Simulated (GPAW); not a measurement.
Runs of GPAW 26.7.0 on BN. It takes space group F-43m (No. 216, cubic). The conventional cell has a = 3.626 Å, b = 3.626 Å, c = 3.626 Å, α = 90.00°, β = 90.00°, γ = 90.00°. N (site symmetry -43m) is surrounded by 4 B at 1.57 Å. B (site symmetry -43m) is surrounded by 4 N at 1.57 Å. The cell is a database's computed one.

| task | level | potentials or basis | cell | optimizer | fmax | max steps | target pressure | convergence | gap on the mesh (eV) | pressure (GPa) |
| --- | --- | --- | --- | --- | --- | --- | --- | --- | --- | --- |
| relaxation of cell and atoms | revPBE | the program's PAW data sets (release 1.2.1) made for this functional, pw | relaxed to -2 GPa | BFGS | 0.01 eV/Å | 40 | -2 GPa | density=1e-05 forces=0.0001 | 4.54 | -2.0 |
| relaxation of cell and atoms | LDA | the program's PAW data sets (release 1.2.1) made for this functional, pw | relaxed to 10 GPa | BFGS | 0.05 eV/Å | 100 | 10 GPa | density=1e-05 forces=0.0001 | (a) | 11.0 |
| band structure | PBEsol | PAW data sets generated in the run's folder for this functional, pw | as given | - | - | - | - | - | (b) | -7.5 |
| band structure | LDA | the program's PAW data sets (release 1.2.1) made for this functional, pw | as given | - | - | - | - | - | 4.42 | -15.5 |
| relaxation of cell and atoms | PBEsol | PAW data sets generated in the run's folder for this functional, pw | relaxed to -1 GPa | FIRE | 0.05 eV/Å | 100 | -1 GPa | density=1e-05 forces=0.0001 | 4.37 | -0.7 |

Alike in all rows: no spin polarisation; k mesh 13 × 13 × 13; cutoff (eV) 800; smearing fermi-dirac 0.05 eV.

Estimate the missing entries.

(a) 4.50; (b) 4.35.

Caveats: later steps reuse the first step's grids (some runs); an odd mesh through Γ misses points on the zone boundary, where band edges often lie (some runs); so large a pressure means that the cell lies far from this level's equilibrium, or that cutoff or potentials fall short (some runs).

Runs at the PBE level aren't shown here.
